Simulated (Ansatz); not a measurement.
# Pd (Im-3m) in Ansatz: reference runs

How does Pd come out in PBEsol? The cell is run as given and disturbed.

Program: Ansatz 0.2.0. These are calculated values, not measurements. Logs are shortened: lines on timing, memory, paths and dates and some standing lists are left out, and cuts for length are marked.

## Step 1: The structure

The structure is cubic, space group Im-3m (No. 229). Conventional cell: a = 3.145 Å, b = 3.145 Å, c = 3.145 Å, α = 90.00°, β = 90.00°, γ = 90.00°. Around Pd (site symmetry m-3m) lie 8 Pd at 2.72 Å.

This isn't the form of Pd at room conditions, which is fcc.

## Step 2: Single point, PBEsol

input.yaml reads:

```yaml
crystal:
  lattice:
    - [-1.572281, 1.572281, 1.572281]
    - [1.572281, -1.572281, 1.572281]
    - [1.572281, 1.572281, -1.572281]
  atoms:
    - { symbol: Pd, position: [0.0, 0.0, 0.0] }
kpoints:
  mp_grid: { grid: [12, 12, 12] }
scf:
  occupations: { method: fermi_dirac, width: 0.05 }
hamiltonian:
  xc: pbesol
  pseudopotentials: { kind: all_electron, lapw: { basis_error: 0.001 } }
output:
  forces: true
  stress: true
  eigenvalues: true
  populations: true
```

Potentials or basis: all-electron LAPW, scalar-relativistic.

Run with:

```
ansatz run input.yaml --threads 1 --pin off --max-ram 3072MiB --backend cpu --events-out ev --progress --plain --runs-dir out
```

The program printed:

```text
Warning: RAYON_NUM_THREADS=1 ignored (pool sized by the plan → 1); use --threads N
Pd: projections on atomic orbitals take those of the free atom 1s2 2s2 2p6 3s2 3p6 3d10 4s2 4p6 4d10, of charge +0.00 (hamiltonian.pseudopotentials.projection_atoms)
LAPW: plane waves up to 8.463 Å⁻¹, error target 1.0e-3 eV per atom; small_component_spin mean_spin; Pd in spheres of 1.362 Å, 28 of its electrons in bands, Dirac shells [] (how accurate: hamiltonian.pseudopotentials.lapw.basis_error, Limitations)
Engine: ansatz 0.2.0, aarch64-unknown-linux-gnu
Pseudopotentials: kind: all_electron
Pseudopotential: Pd, LAPW, valence charge 28, lapw/all_electron/scalar/gaussian/Pd, Koelling and Harmon's equation, gaussian nucleus
Functional definition: PBEsol
  exchange = pbesol_x
  correlation = pbesol_c
Crystal: 1 atoms, lattice volume = 15.547 Å³
Basis set: ecut = 272.8915275238427 eV, 141 PW (Γ), exchange–correlation at level 2
Bands: 18, of which v1, the nominal top of the filled ones, is band 14 counted from 1 (13 counted from 0)
Symmetry: 48 space group operations
Space group: Im-3m (ITA 229), of the structure as read, at distance tolerance 2.5e-5 Å
k-points: 72 of 1728
Non-local potential: Pd, projectors of the file, none
Initial density: superposition of atomic densities (chi_scale 0.1, normalization cell)
Initial wavefunctions: plane waves of lowest kinetic energy (no species holds an atomic orbital)
Functional: x = pbesol(κ = 0.804, μ = 0.12345679012345678), c = pbesol(β = 0.046)
iter 1 solved again at ethr=1.26e-3 eV; its pass at ethr=1.00e-1 eV (dr2=3.52e-1 eV) is discarded
SCF iter   1: F=—  HF=-137241.497846 eV  |F-HF|=—  |Δ(HF+E_count)|=         —  Δρ=5.93e-2  dr2=3.52e-1  ethr=1.26e-3  ⟨swp⟩=2.2  Hψ=8206  notcnv=0
preconditioner: auto → Kerker (q_TF=auto, 3.009 Å⁻¹)  [metal: Δε(μ)=0.034 eV  Ē_g=12.938 eV  σ=0.050 eV  W_gap=0.16  n_scr=12 (ndim 8)  ℏωp=29.8 eV  f_vac=0.000  D(μ)=1.03/eV (n_scr^D=12)]
iter 2 solved again at ethr=1.77e-5 eV; its pass at ethr=1.26e-3 eV (dr2=4.96e-3 eV) is discarded
SCF iter   2: F=—  HF=-137240.636141 eV  |F-HF|=—  |Δ(HF+E_count)|=   8.62e-1  Δρ=5.87e-3  dr2=4.96e-3  ethr=1.77e-5  ⟨swp⟩=2.0  Hψ=6346  notcnv=0
SCF iter   3: F=—  HF=-137240.428239 eV  |F-HF|=—  |Δ(HF+E_count)|=   2.08e-1  Δρ=1.54e-2  dr2=3.14e-2  ethr=1.77e-5  ⟨swp⟩=3.0  Hψ=4254  notcnv=0
SCF iter   4: F=—  HF=-137240.415663 eV  |F-HF|=—  |Δ(HF+E_count)|=         —  Δρ=6.23e-3  dr2=6.37e-3  ethr=1.77e-5  ⟨swp⟩=2.0  Hψ=3648  notcnv=0
the basis was enlarged: its passes take 595.6 KiB over the memory plan, 1 of 1 planned eigensolver slots
SCF iter   5: F=—  HF=-137240.416416 eV  |F-HF|=—  |Δ(HF+E_count)|=   7.54e-4  Δρ=1.50e-3  dr2=3.83e-4  ethr=1.77e-5  ⟨swp⟩=2.0  Hψ=3315  notcnv=0
SCF iter   6: F=—  HF=-137240.416421 eV  |F-HF|=—  |Δ(HF+E_count)|=   4.78e-6  Δρ=3.41e-4  dr2=1.06e-5  ethr=1.37e-6  ⟨swp⟩=2.0  Hψ=3633  notcnv=0
SCF iter   7: F=—  HF=-137240.416419 eV  |F-HF|=—  |Δ(HF+E_count)|=   1.88e-6  Δρ=5.36e-5  dr2=2.65e-7  ethr=3.80e-8  ⟨swp⟩=2.0  Hψ=3633  notcnv=0
SCF iter   8: F=-137240.416419 eV  HF=-137240.416419 eV  |F-HF|=8.09e-9  |Δ(HF+E_count)|=   2.37e-8  Δρ=5.49e-6  dr2=2.30e-9  ethr=9.46e-10  ⟨swp⟩=2.0  Hψ=3633  notcnv=0
SCF 1 converged in 8 iterations: F = -137240.416419 eV  dr2 = 2.30e-9
SCF converged after 8 iterations
Free energy (F): -137240.416419 eV
Harris-Foulkes:  -137240.416419 eV  (|F-HF|=8.09e-9)
Internal energy: -137240.406024 eV  (E = F + TS)
E sigma→0 (E₀):  -137240.411222 eV
Entropy (-TS):   -0.010395 eV (-10.395 meV/atom)
Fermi energy:    19.863267 eV
--- Per-component energies (eV) ---
  E_band       = -3174.353502
  E_kinetic    = 143212.888693
  E_xc         = -3854.922002
  E_electrostatic = -276598.372716  (all electrons and nuclei)
  E_smearing   = -0.010395  (= −TS)
  E_closure    = 0.000000  (closes the sum)
  E_atoms      = -137236.047821  (free atoms, spherical and without spin; not in F)
  Σ components = -137240.416419   (vs F -137240.416419, Δ=0.00e0)
  Basis errors (estimates in eV, not in F): energy 2.6e-4 per atom: plane waves 2.3e-4 (1.2e-4 summed), levels above the bands 1.4e-148, relativity 2.4e-8, radial functions 2.6e-5, core shells 7.7e-8; eigenvalues (radial functions only) 5.6e-6; not estimated: angular momenta, meshes, grids; target (lapw.basis_error) 1.0e-3; muffin-tin radii Pd 1.362 Å
--- Forces (eV/Å), atoms counted from 1 ---
  atom   1  Pd     0.00000000    -0.00000000     0.00000000
  max |Σ_I F_I| component: 5.01e-31 eV/Å
--- Stress (GPa, compression-positive) ---
      -10.045948      -0.000000      -0.000000
       -0.000000     -10.045948      -0.000000
       -0.000000      -0.000000     -10.045948
  P = ⅓ Tr σ = -10.0459 GPa (-100.459 kbar)
--- Band table (eV; the first three rows and the last of 72) ---
  k-point 0: bands = ["-304.3307", "-304.3307", "-304.3307", "-304.2991", "-304.2991", "-63.9816", "-29.5347", "-29.5347", "-29.5347", "13.0413", "17.1363", "17.1363", "17.1363", "19.0080", "19.0080", "38.8682", "38.8682", "38.8682"]
  k-point 1: bands = ["-304.3307", "-304.3307", "-304.3307", "-304.2991", "-304.2991", "-63.9784", "-29.5586", "-29.5430", "-29.5345", "13.2950", "17.0532", "17.1394", "17.3130", "18.9140", "19.0143", "38.6659", "38.8850", "39.1607"]
  k-point 2: bands = ["-304.3307", "-304.3307", "-304.3307", "-304.2991", "-304.2991", "-63.9698", "-29.6236", "-29.5656", "-29.5342", "13.9879", "16.8331", "17.1512", "17.8192", "18.7466", "19.0372", "37.4636", "38.4929", "39.9676"]
  k-point 71: bands = ["-304.3307", "-304.3307", "-304.3307", "-304.2991", "-304.2991", "-63.8976", "-29.7949", "-29.7949", "-29.7949", "15.0283", "15.0283", "20.0854", "20.0854", "20.0854", "28.8273", "28.8273", "28.8273", "36.7097"]
--- Löwdin populations: 1 site ---
  site symbol       q [e]
     0     Pd     45.3744
  spilling = 0.013600 (of n_electrons = 46.000000)
```

Run time: 6.1 s. Hardware: 1 thread of Arm Neoverse V2, shared host; peak memory 0.26 GiB.

What came out:

* Free energy: -137240.4164 eV
* Pressure: -10.0 GPa
* Band gap on the k mesh: none (metal or under the smearing width)

## Step 3: Single point, PBEsol (cell strained at random at fixed volume)

input.yaml reads:

```yaml
crystal:
  lattice:
    - [-1.599177, 1.54912, 1.628452]
    - [1.602966, -1.50854, 1.591662]
    - [1.577905, 1.487269, -1.587873]
  atoms:
    - { symbol: Pd, position: [0.012912, -0.001045, -0.01217] }
kpoints:
  mp_grid: { grid: [12, 12, 12] }
scf:
  occupations: { method: fermi_dirac, width: 0.05 }
hamiltonian:
  xc: pbesol
  pseudopotentials: { kind: all_electron, lapw: { basis_error: 0.001 } }
output:
  forces: true
  stress: true
  eigenvalues: true
  populations: true
```

Potentials or basis: all-electron LAPW, scalar-relativistic.

Run with:

```
ansatz run input.yaml --threads 1 --pin off --max-ram 3072MiB --backend cpu --events-out ev --progress --plain --runs-dir out
```

The program printed:

```text
Warning: RAYON_NUM_THREADS=1 ignored (pool sized by the plan → 1); use --threads N
Pd: projections on atomic orbitals take those of the free atom 1s2 2s2 2p6 3s2 3p6 3d10 4s2 4p6 4d10, of charge +0.00 (hamiltonian.pseudopotentials.projection_atoms)
LAPW: plane waves up to 8.588 Å⁻¹, error target 1.0e-3 eV per atom; small_component_spin mean_spin; Pd in spheres of 1.344 Å, 28 of its electrons in bands, Dirac shells [] (how accurate: hamiltonian.pseudopotentials.lapw.basis_error, Limitations)
[... 5 set-up lines as earlier in the session ...]
[... 40 lines left out ...]
  Basis errors (estimates in eV, not in F): energy 2.8e-4 per atom: plane waves 2.5e-4 (1.3e-4 summed), levels above the bands 2.9e-145, relativity 2.4e-8, radial functions 2.8e-5, core shells 1.2e-7; eigenvalues (radial functions only) 4.9e-6; not estimated: angular momenta, meshes, grids; target (lapw.basis_error) 1.0e-3; muffin-tin radii Pd 1.344 Å
--- Forces (eV/Å), atoms counted from 1 ---
  atom   1  Pd     0.00000000     0.00000000     0.00000000
  max |Σ_I F_I| component: 0.00e0 eV/Å
--- Stress (GPa, compression-positive) ---
       -9.601248       1.212539      -0.408863
        1.212539     -11.029972      -2.360028
       -0.408863      -2.360028      -9.206687
  P = ⅓ Tr σ = -9.9460 GPa (-99.460 kbar)
--- Band table (eV; the first three rows and the last of 868) ---
  k-point 0: bands = ["-304.3452", "-304.3339", "-304.3272", "-304.3061", "-304.2995", "-63.9856", "-29.5429", "-29.5355", "-29.5352", "13.0417", "16.8446", "17.2367", "17.3526", "18.7730", "19.2073", "38.3861", "38.6440", "39.6178"]
  k-point 1: bands = ["-304.3452", "-304.3339", "-304.3272", "-304.3061", "-304.2995", "-63.9822", "-29.5656", "-29.5444", "-29.5379", "13.3065", "16.9094", "17.2517", "17.3627", "18.7733", "19.1183", "38.6137", "38.7072", "39.4281"]
  k-point 2: bands = ["-304.3452", "-304.3339", "-304.3272", "-304.3061", "-304.2995", "-63.9729", "-29.6329", "-29.5692", "-29.5391", "14.0306", "16.7762", "17.2883", "17.7284", "18.7726", "18.9925", "37.9712", "38.4447", "39.5833"]
  k-point 867: bands = ["-304.3452", "-304.3339", "-304.3272", "-304.3061", "-304.2995", "-63.9017", "-29.8343", "-29.8011", "-29.7571", "15.0088", "15.0401", "19.9580", "20.0479", "20.2444", "28.1244", "28.4821", "29.9401", "36.0680"]
--- Löwdin populations: 1 site ---
  site symbol       q [e]
     0     Pd     45.3708
  spilling = 0.013678 (of n_electrons = 46.000000)
```

populations.tsv:

```text
# site	symbol	l	j	q
# orbitals = lowdin
# n_electrons = 46.000000
# spilling = 0.013678
# projection_atom_Pd: 1s2 2s2 2p6 3s2 3p6 3d10 4s2 4p6 4d10
0	Pd	0_1S	-	2.000000
0	Pd	0_2S	-	1.999998
0	Pd	0_3S	-	1.999963
0	Pd	0_4S	-	1.999313
0	Pd	1_2P	-	6.000000
0	Pd	1_3P	-	5.999994
0	Pd	1_4P	-	5.999105
0	Pd	2_3D	-	9.999997
0	Pd	2_4D	-	9.372426
```

It took 65 s on 1 thread of Arm Neoverse V2, shared host; peak memory 0.92 GiB.

Results:

| Quantity | Value |
| --- | --- |
| Free energy | -137240.4163 eV |
| Pressure | -9.9 GPa |
| Band gap on the k mesh | none (metal or under the smearing width) |

Stress tensor (GPa, compression positive):
```
 -9.60   1.21  -0.41
  1.21 -11.03  -2.36
 -0.41  -2.36  -9.21
```

Levels at points of the mesh, in eV from the Fermi level:
| k point | band 12 | band 13 | band 14 | band 15 | band 16 | band 17 |
| --- | --- | --- | --- | --- | --- | --- |
| (0.00, 0.00, 0.00) | -2.63 | -2.51 | -1.09 | -0.66 | 18.52 | 18.78 |
| (0.00, 0.00, -0.50) | -0.89 | -0.50 | 0.63 | 1.69 | 7.91 | 14.45 |
| (0.00, -0.50, 0.00) | -1.21 | -0.74 | 0.52 | 1.17 | 7.10 | 15.28 |
| (0.00, -0.50, -0.50) | -1.04 | -0.54 | 0.64 | 1.70 | 7.93 | 14.56 |
| (-0.50, 0.00, 0.00) | -0.89 | -0.41 | 0.50 | 1.32 | 7.33 | 14.89 |
| (-0.50, 0.00, -0.50) | -1.23 | -0.76 | 0.53 | 1.21 | 7.17 | 15.33 |
| (-0.50, -0.50, 0.00) | -0.81 | -0.43 | 0.55 | 1.49 | 7.60 | 14.62 |
| (-0.50, -0.50, -0.50) | 0.09 | 0.18 | 0.38 | 8.26 | 8.62 | 10.08 |
